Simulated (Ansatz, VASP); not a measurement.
# One calculation of Cr, two programs

```
Cr
1.0
     2.15836    0.00000    0.00000
    -1.07918    1.86919    0.00000
     0.00000    0.00000    3.54786
Cr
2
Direct
  0.33333 0.66667 0.25000
  0.66667 0.33333 0.75000
```

Change from the starting cell: volume scaled by 0.6, LAPW.

Alike in both runs: task single point; functional PBE; k mesh 17 × 17 × 9; occupations fermi-dirac, width 0.1 eV; no spin polarisation.

```csv
,VASP,Ansatz
version,VASP 6.6.1,Ansatz 0.2.0
potentials or method,"VASP PAW PBE potentials, release 64 (Cr_pv), cutoff 520 eV","all-electron LAPW, scalar-relativistic"
```

```tsv
	VASP	Ansatz	Ansatz less VASP
pressure (GPa)	327.5	319.7	-7.77
largest component of the traceless stress (GPa)	0.11	0.17	+0.069
```

Ansatz ran all-electron here, so the differences hold the error of VASP's frozen core and of both bases.

Caveats: the cell as given lies far from equilibrium; so large a pressure means that the cell lies far from this level's equilibrium, or that cutoff or potentials fall short (VASP); the run has no spin polarisation, though such a crystal can be magnetic. Spin polarisation is off, so any magnetic state and its effect on volume and gap are missing.
